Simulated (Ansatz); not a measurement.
Something may be wrong with this Ansatz 0.2.0 calculation of BaTiO3.

Contents of input.yaml:

```yaml
crystal:
  lattice:
    - [4.0073, 0.0, 0.0]
    - [0.0, 4.0073, 0.0]
    - [0.0, 0.0, 4.0073]
  atoms:
    - { symbol: Ba, position: [0.50902945, 0.45529112, 0.50667874] }
    - { symbol: Ti, position: [0.9437351, 0.06997977, 0.9543125] }
    - { symbol: O, position: [0.52053492, 0.00683198, 0.05543194] }
    - { symbol: O, position: [0.01264702, 0.49196782, 0.05272359] }
    - { symbol: O, position: [0.01405351, 0.97592931, 0.43085324] }
hamiltonian:
  xc: r2scan
  pseudopotentials: { kind: paw }
kpoints:
  mp_grid: { grid: [7, 7, 7] }
scf:
  occupations: { method: fermi_dirac, width: 0.05 }
  n_extra_bands: 12
  max_iter: 80
output:
  forces: true
  stress: true
  eigenvalues: true
  dos: { projected: true, de: 0.05, nscf_kmesh: { grid: [11, 11, 11] } }
magnetization:
  spin_polarized: [1, 2]
```

Potentials or basis: Ansatz PAW.

The run is started by

```console
$ ansatz run input.yaml --threads 2 --pin off --max-ram 5632MiB --backend cpu --events-out ev --progress --plain --runs-dir out
```

Output:

```text
Error: YAML parse error: error: line 27 column 19: expected string scalar
  --> <input>:27:19
   |
25 |   dos: { projected: true, de: 0.05, nscf_kmesh: { grid: [11, 11, 11] } }
26 | magnetization:
27 |   spin_polarized: [1, 2]
   |                   ^ expected string scalar
```

Question: What happened, and what is wrong with the input?

Answer: The input was rejected before any iteration. The input holds a flaw that was put in on purpose: a value of the wrong type (magnetization.spin_polarized = [1, 2]).

A sound run on the same cell differs in these lines of the main input:
```diff
@@ -20 +19,0 @@
-  max_iter: 80
@@ -26,2 +24,0 @@
-magnetization:
-  spin_polarized: [1, 2]
```
